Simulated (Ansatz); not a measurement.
AlP (zincblende), relaxed with r2SCAN: the symmetry is F-43m (No. 216, cubic); a = 5.479 Å in the conventional setting, 20.55 Å³ an atom. Al has 4 P at 2.37 Å; P has 4 Al at 2.37 Å. One-shot G0W0@PBE in the plane-wave code Ansatz on a 4×4×4 mesh (contour deformation, no spin-orbit coupling), from a PBE gap of 1.578 eV over the mesh points (the G0W0 gap is indirect on the mesh); the number N of bands summed and the screening cutoff rise together. No spin polarisation and no zero-point or thermal motion.

```csv
N,cutoff (eV),1000/N,G0W0 gap (eV)
70,80,14.286,2.151
158,140,6.329,2.295
```

**Question.** Lay a straight line in 1000/N through these rows.

**Answer.** The slope is -0.0181 eV per unit of 1000/N and the intercept 2.410 eV.

**Question.** Predict the gap at N = 288 (210 eV).

**Answer.** 2.410 + (-0.0181) × 3.472 = 2.347 eV; the run gives 2.350 eV, +0.003 eV from the line.

**Question.** With that run's result added, what limit do the last two rows suggest?

**Answer.** Their slope is (2.350 − 2.295)/(3.472 − 6.329) = -0.0193, which meets 1/N = 0 at 2.42 eV, against 2.410 eV from the first line. The two lines nearly agree; the k mesh isn't extrapolated.
